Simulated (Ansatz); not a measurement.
Crystal: HfB2.

```
CELL_PARAMETERS angstrom
3.14000 0.00000 0.00000
-1.57000 2.71932 0.00000
0.00000 0.00000 3.48000
ATOMIC_POSITIONS crystal
Hf 0.00000 0.00000 0.00000
B 0.66667 0.33333 0.50000
B 0.33333 0.66667 0.50000
```

```yaml
Program: Ansatz 0.2.0
Task: relaxation of cell and atoms
Functional: PBE
Potentials_or_basis: Ansatz PAW
Cutoff: "420 eV (not typed: the program's choice for these potentials)"
k_mesh: 10 × 10 × 8
Occupations: fermi-dirac, width 0.05 eV
Spin: no spin polarisation
Hubbard_terms: Hf d U = 6 eV
```

At the start: volume 9.90 Å³/atom.

Problem. How do energy, volume and symmetry change on relaxing?

Solution. It ends after 7 steps and the volume is 10.25 Å³/atom (+3.5 %); space group P6/mmm (No. 191, to 0.05 Å).

The path:
```
step  energy change (eV)  largest force (eV/Å)  volume (Å³)
   1              0.0000                0.0000        29.71
   2             -0.0203                0.0000        31.18
   3             -0.0304                0.0000        30.81
   4             -0.0306                0.0000        30.74
   5             -0.0320                0.0000        30.74
   6             -0.0320                0.0000        30.75
   7             -0.0320                0.0000        30.75
```

Final structure:
```
CELL_PARAMETERS angstrom
3.15389 0.00000 0.00000
-1.57694 2.73135 0.00000
0.00000 0.00000 3.56906
ATOMIC_POSITIONS crystal
Hf 0.00000 0.00000 0.00000
B 0.66667 0.33333 0.50000
B 0.33333 0.66667 0.50000
```

Caveat: the plane-wave basis is chosen anew once the cell has moved, so the energies of steps on either side of that aren't comparable; U without spin polarisation on a metal has little footing; the U is typed as a test and isn't derived for this compound.
